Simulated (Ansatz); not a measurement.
Runs of Ansatz 0.2.0 on CuO. It takes space group P4/mmm (No. 123, tetragonal). The conventional cell has a = 4.161 Å, b = 4.161 Å, c = 3.888 Å, α = 90.00°, β = 90.00°, γ = 90.00°. Cu (site symmetry mmm) is surrounded by 4 O at 1.94 to 2.08 Å. Cu (site symmetry 4/mmm) has 6 O at 1.94 to 2.08 Å as nearest neighbours. O (site symmetry 4/mmm) has 6 Cu at 1.94 to 2.08 Å as nearest neighbours. O (site symmetry mmm) has 4 Cu at 1.94 to 2.08 Å as nearest neighbours. Measurements of this composition are mostly on another form, of space group No. 15.

```tsv
task	level	cell	k mesh	gap on the mesh (eV)	pressure (GPa)	relaxed volume (Å³/atom)
projected density of states	LDA	as given	7 × 7 × 7	none	(a)	-
relaxation of cell and atoms	PBE	relaxed	7 × 7 × 7	none	0.0	11.48
projected density of states	BLYP	as given	7 × 7 × 7	none	7.5	-
projected density of states	revPBE	as given	7 × 7 × 7	none	(b)	-
projected density of states	RPBE	as given	7 × 7 × 7	none	6.7	-
relaxation of cell and atoms	PBE+D4	relaxed	7 × 7 × 7	none	0.0	(c)
single point	PBE	as given	11 × 11 × 12	none	1.8	-
relaxation of cell and atoms	PBE+D3(BJ)	relaxed	7 × 7 × 7	none	0.0	11.04
```

Alike in all rows: potentials or basis Ansatz PAW; no spin polarisation; cutoff (eV) 420; smearing fermi-dirac 0.05 eV.

Question: Estimate the missing entries.

Answer: (a) -11.5; (b) 5.3; (c) 11.08.

Caveats: an odd number of electrons without spin polarisation forces a metal; a magnetic or distorted state may lie lower; the run has no spin polarisation, though such a crystal can be magnetic; semilocal functionals often make such compounds metallic where correlation or magnetic order opens a gap, which also shifts bond lengths; the PAW data sets come from PBE, with cores solved anew for the run's functional, which leaves a small shift of forces and pressure (some runs); the plane-wave basis is chosen anew once the cell has moved, so the energies of steps on either side of that aren't comparable (some runs); pairwise dispersion overbinds metals, which lowers pressure and volume (some runs).

A gap of «none» marks a metal or a gap under the smearing width.
